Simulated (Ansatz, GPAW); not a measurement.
**One calculation of As, 3 ways**

```xyz
1
Lattice="2.7037 0.0000 0.0000 0.0000 2.7037 0.0000 0.0000 0.0000 2.7037" Properties=species:S:1:pos:R:3 pbc="T T T"
As    1.3518    1.3518    1.3518
```

This isn't the form of As at room conditions, which is rhombohedral.

Alike in all runs: task single point; functional PBEsol; k mesh 10 × 10 × 10; occupations gaussian, width 0.02 eV; no spin polarisation; no spin-orbit coupling. Pressure is positive in compression and, in plane waves, holds the error of the finite cutoff, which Ansatz's Pulay term estimates and takes out.

```csv
program and potentials,plane-wave cutoff (eV),notes,band gap (eV),pressure (GPa)
"Ansatz, Ansatz PAW",420,"potentials made for PBE, which Ansatz adapts in part; 15 valence electrons an atom on average; Pulay term of +0.03 GPa included",no gap,-1.48
"Ansatz, all-electron LAPW, scalar-relativistic",-,-,no gap,-1.47
"GPAW, PAW data sets generated for this functional",600,5 valence electrons an atom on average,no gap,-1.40
```

None finds a gap. The pressure spans -1.48 (Ansatz, Ansatz PAW) to -1.40 GPa (GPAW, PAW data sets generated for this functional), with all-electron results at -1.47.

The functional is the same throughout but for its coding, so the spread measures potentials, basis and numerics; runs on potential files found faulty are left out.
